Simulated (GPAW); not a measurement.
# Ge in GPAW: the effect of functional

Crystal: Ge.

```
Ge
1.0
     0.00000    2.82891    2.82891
     2.82891    0.00000    2.82891
     2.82891    2.82891    0.00000
Ge
2
Cartesian
  4.2434 4.2434 4.2434
  2.8289 2.8289 2.8289
```

Alike in all runs:

```yaml
Program: GPAW 26.7.0
Task: dielectric tensor
Cutoff: 450 eV
Basis: pw
k_mesh: 7 × 7 × 7
Occupations: fermi-dirac, width 0.001 eV
Spin: no spin polarisation
```

One run gave: gap on the mesh 0.04 eV; dielectric constant 1509.56 mean. Which functional did it use?
A. AM05
B. LDA
C. PBEsol

C.

```tsv
functional	potentials or basis	gap on the mesh (eV)	dielectric constant (mean)
LDA	the program's PAW data sets (release 1.2.1) made for this functional	none	41.64
AM05	PAW data sets generated in the run's folder for this functional	0.08	234.54
PBEsol	PAW data sets generated in the run's folder for this functional	0.04	1509.56
```

Caveats: the long-wavelength limit can be off by a per cent or two; the gap is small at this level, which inflates the dielectric constant (some runs); an odd mesh through Γ misses points on the zone boundary, where band edges often lie (some runs).

A gap of «none» marks a metal or a gap under the smearing width.
